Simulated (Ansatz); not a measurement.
**AgCl: what symmetry allows forces and stress to be**

```
Ag Cl
1.0
     0.00000    2.77315    2.77315
     2.77315    0.00000    2.77315
     2.77315    2.77315    0.00000
Ag Cl
1 1
Cartesian
  2.7731 2.9231 2.7731
  0.0000 0.0000 0.0000
```

All numbers below come from Ansatz, DFT PBE, scalar-relativistic, plane waves, PAW.

Cutoff 420 eV; k points 8×8×8 on the computed 2-atom cell (Γ-centred); Gaussian smearing, width 0.02 eV; no spin polarisation.

This distorted cell has space group I4mm, with 8 operations.

Without a calculation: in which directions can each atom feel a force?

A force must be left unchanged by every operation that keeps its atom in place, so it lies in the space that those operations leave fixed. Atoms that the group maps onto each other feel forces of one size.
```tsv
atom	site symmetry	operations at the site	equivalent to atom	allowed force (Cartesian)
Ag1	4mm	8	1	along (0.00, 1.00, 0.00)
Cl2	4mm	8	2	along (0.00, 1.00, 0.00)
```

That leaves 2 independent force components of 6, tied by 1 condition that the forces sum to zero, so 1 remains. A relaxation in this cell that keeps the symmetry moves the atoms in these directions alone.

And the stress tensor?

It must be invariant under the point group, which leaves 2 independent components: yz, xz, xy vanish; xx = zz.

Do the computed values obey this?

Yes. Forces (eV/Å):
```
Ag1  0.000 -0.200  0.000
Cl2  0.000  0.200  0.000
```

Stress (GPa, compression positive, xx yy zz yz xz xy): 1.62 2.71 1.62 0.00 0.00 0.00. The program imposes the same operations on density, forces and stress, so this confirms the analysis and is no independent test of the calculation.